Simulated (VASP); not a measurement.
Calculation: PBEsol GGA, VASP's PBE PAW potentials (set 64) (plane waves; VASP 6.6.1).

VASP input:

POSCAR:
```
CsCl
4.0322840
  0.9999999905   0.0000000000   0.0000000000
  0.0000000000   0.9999999905   0.0000000000
  0.0000000000   0.0000000000   0.9999999905
Cs Cl
1 1
Cartesian
  0.0000000000   0.0000000000   0.0000000000
  0.4999999953   0.4999999953   0.4999999953
```

KPOINTS:
```
Automatic mesh
0
Gamma
6 6 6
0 0 0
```

**INCAR**
```
ALGO = Normal
EDIFF = 1E-7
ENCUT = 480
GGA = PS
ISIF = 2
ISMEAR = 0
LASPH = .True.
LCHARG = .False.
LMAXMIX = 4
LREAL = .False.
LWAVE = .False.
NELM = 100
PREC = Accurate
SIGMA = 0.05
SYSTEM = CsCl
```

POTCAR, in this order: Cs_sv Cl (PBE.64 set). Program: vasp_std.

Output of the run:

File OUTCAR:
```
 ion  position               nearest neighbor table
   1  0.000  0.000  0.000-
   2  0.500  0.500  0.500-
  LATTYP: Found a simple cubic cell.
 ALAT       =     4.0322839618
 Subroutine PRICEL returns:
 Original cell was already a primitive cell.
 Subroutine GETGRP returns: Found 48 space group operations
The static configuration has the point symmetry O_h .
The dynamic configuration has the point symmetry O_h .
 Subroutine INISYM returns: Found 48 space group operations
 Subroutine IBZKPT returns following result:
 Found     20 irreducible k-points:

 Following reciprocal coordinates:
            Coordinates               Weight
  0.000000  0.000000  0.000000      1.000000
  0.166667  0.000000  0.000000      6.000000
  0.333333  0.000000  0.000000      6.000000
  0.500000  0.000000  0.000000      3.000000
  0.166667  0.166667  0.000000     12.000000
  0.333333  0.166667  0.000000     24.000000
  0.500000  0.166667  0.000000     12.000000
  0.333333  0.333333  0.000000     12.000000
  0.500000  0.333333  0.000000     12.000000
...
```

OSZICAR:
```
       N       E                     dE             d eps       ncg     rms          rms(c)
DAV:   1     0.926702579252E+02    0.92670E+02   -0.67230E+03   480   0.109E+03
DAV:   2    -0.660426058699E+00   -0.93331E+02   -0.86326E+02   764   0.184E+02
DAV:   3    -0.711646280103E+01   -0.64560E+01   -0.64248E+01   588   0.552E+01
DAV:   4    -0.718386931409E+01   -0.67407E-01   -0.67373E-01   560   0.685E+00
DAV:   5    -0.718480667471E+01   -0.93736E-03   -0.93726E-03   604   0.801E-01    0.218E+00
DAV:   6    -0.688113624606E+01    0.30367E+00   -0.51942E-01   536   0.433E+00    0.156E+00
DAV:   7    -0.684230026084E+01    0.38836E-01   -0.16713E-01   660   0.239E+00    0.885E-01
DAV:   8    -0.684098131607E+01    0.13189E-02   -0.12582E-02   556   0.831E-01    0.121E-01
DAV:   9    -0.684107646019E+01   -0.95144E-04   -0.20155E-03   656   0.307E-01    0.977E-02
DAV:  10    -0.684115363134E+01   -0.77171E-04   -0.15405E-04   564   0.107E-01    0.210E-02
DAV:  11    -0.684116544872E+01   -0.11817E-04   -0.31050E-05   580   0.395E-02    0.555E-03
DAV:  12    -0.684116488367E+01    0.56506E-06   -0.67330E-06   584   0.167E-02    0.185E-03
DAV:  13    -0.684116478476E+01    0.98900E-07   -0.31766E-07   580   0.431E-03
   1 F= -.68411648E+01 E0= -.68411648E+01  d E =-.357868E-14
```

OUTCAR:
```
------------------------ aborting loop because EDIFF is reached ----------------------------------------
  FORCE on cell =-STRESS in cart. coord.  units (eV):
  Direction    XX          YY          ZZ          XY          YZ          ZX
  --------------------------------------------------------------------------------------
  Total        0.2390497      0.2390497      0.2390497     -0.0000000     -0.0000000      0.0000000
  in kB        5.8417834      5.8417834      5.8417834     -0.0000000     -0.0000000      0.0000000
  external PRESSURE =       5.8417834 kB  Pullay stress =       0.0000000 kB
  volume of cell :       65.56
      direct lattice vectors                 reciprocal lattice vectors
     4.032283962  0.000000000  0.000000000     0.247998407  0.000000000  0.000000000
     0.000000000  4.032283962  0.000000000     0.000000000  0.247998407  0.000000000
     0.000000000  0.000000000  4.032283962     0.000000000  0.000000000  0.247998407
 POSITION                                       TOTAL-FORCE (eV/Angst)
 -----------------------------------------------------------------------------------
      0.00000      0.00000      0.00000         0.000000      0.000000      0.000000
      2.01614      2.01614      2.01614         0.000000      0.000000      0.000000
 -----------------------------------------------------------------------------------
    total drift:                                0.000000      0.000000     -0.000000
  FREE ENERGIE OF THE ION-ELECTRON SYSTEM (eV)
  ---------------------------------------------------
  free  energy   TOTEN  =        -6.8411647848 eV

  energy  without entropy=       -6.8411647848  energy(sigma->0) =       -6.84116478
```
(Selected blocks of OUTCAR.)

The compound is CsCl in the CsCl type structure. This cell was strained or had an atom moved on purpose.
